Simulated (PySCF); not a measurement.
1-propanamine: calculation against experiment

**Measured values to compare with.**

NIST CCCBDB Release 22 (SRD 101), experimental polarizabilities lists, for the gas: mean polarisability 7.7 Å³.

The results are set against them at the end.

1-propanamine, C3H9N.
Numbering: `[CH3:1][CH2:2][CH2:3][NH2:4]` (hydrogens: H5, H6, H7 on C1; H8, H9 on C2; H10, H11 on C3; H12, H13 on N4)

Geometry (PBE0-D3(BJ)/def2-TZVP, Å), atoms numbered from 1 in this order:
```xyz
13
C3H9N angstrom
C     -1.6745   -0.2298   -0.7036
C     -0.3476   -0.5641   -0.0462
C      0.7254    0.4674   -0.3371
N      1.9871    0.0901    0.2793
H     -2.0578    0.7345   -0.3583
H     -2.4314   -0.9849   -0.4821
H     -1.5721   -0.1729   -1.7909
H     -0.4833   -0.6401    1.0397
H      0.0121   -1.5421   -0.3798
H      0.8818    0.5231   -1.4200
H      0.3574    1.4594   -0.0251
H      1.8944    0.0774    1.2880
H      2.7117    0.7609    0.0581
```

The PySCF runs (gas phase, on this PBE0-D3(BJ)/def2-TZVP geometry; no spin–orbit coupling):

```json
{"level": "CAM-B3LYP/aug-cc-pVTZ", "job": "10 singlets by full TDDFT, 4 Tamm–Dancoff triplets, polarisability", "basis functions": "391"}
{"level": "PBE0/aug-cc-pVTZ", "job": "10 singlets by full TDDFT, 4 Tamm–Dancoff triplets, polarisability, dynamic polarisability, density and orbital grids written", "basis functions": "391"}
{"level": "wB97X-D/aug-cc-pVTZ", "job": "10 singlets by full TDDFT, 4 Tamm–Dancoff triplets, polarisability, ΔSCF ions", "basis functions": "391"}
```

## Comparison

**Mean polarisability.** Measured: 7.7 Å³ (NIST CCCBDB Release 22 (SRD 101), experimental polarizabilities).

```tsv
level	computed (Å³)	computed − measured (Å³)	% (from the printed values)
CAM-B3LYP/aug-cc-pVTZ	7.40	-0.30	-4
PBE0/aug-cc-pVTZ	7.46	-0.24	-3
wB97X-D/aug-cc-pVTZ	7.41	-0.29	-4
```

Closest is PBE0/aug-cc-pVTZ (-0.24 Å³), furthest CAM-B3LYP/aug-cc-pVTZ (-0.30 Å³); one molecule doesn't rank methods. All 3 levels lie below the measurement. The computed values are static and purely electronic, with core orbitals frozen in the response (1 au = 0.148185 Å³). The table of measured values doesn't say here whether a value is static or optical, or holds a vibrational part. The measurement averages over conformers, the calculation has one.

No measured geometry was used, and the causes of the misses weren't examined.
